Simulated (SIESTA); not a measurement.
Runs of SIESTA 5.4.2 on TiO2. It takes space group P4_2/mnm (No. 136, tetragonal). The conventional cell has a = 4.600 Å, b = 4.600 Å, c = 2.959 Å, α = 90.00°, β = 90.00°, γ = 90.00°. Ti (site symmetry mmm) is surrounded by 6 O at 1.95 to 1.98 Å. O (site symmetry m2m) is surrounded by 3 Ti at 1.95 to 1.98 Å. The cell is a database's computed one.

```tsv
task	level	U	hubbard projector method	U from the first cycle	gap on the mesh (eV)	pressure (GPa)	largest force (eV/Å)
single point	PBE	-	1	yes	1.75	7.4	0.06
single point	PBE+U	Ti d U = 4 eV	1	yes	2.23	(b)	0.13
single point	PBE+U	Ti d U = 8 eV	1	yes	2.81	(a)	0.20
band structure	PBE	-	-	-	1.75	7.4	0.06
single point	PBE+U	Ti d U = 2 eV	1	yes	1.98	11.3	0.09
```

Alike in all rows: potentials or basis PseudoDojo 0.4 standard (PBE files), DZP (energy shift 0.003 Ry; two zetas on semicore shells); no spin polarisation; cell as given; k mesh 6 × 6 × 9; smearing fermi-dirac 0.05 eV; grid cutoff 800 Ry; energy shift 0.003 Ry.

Q: Fill in the values left out.

A: (a) 23.8; (b) 15.4.

Caveats: the basis of atomic orbitals isn't converged, which shifts pressures, moduli and gaps; an odd mesh through Γ misses points on the zone boundary, where band edges often lie (some runs).
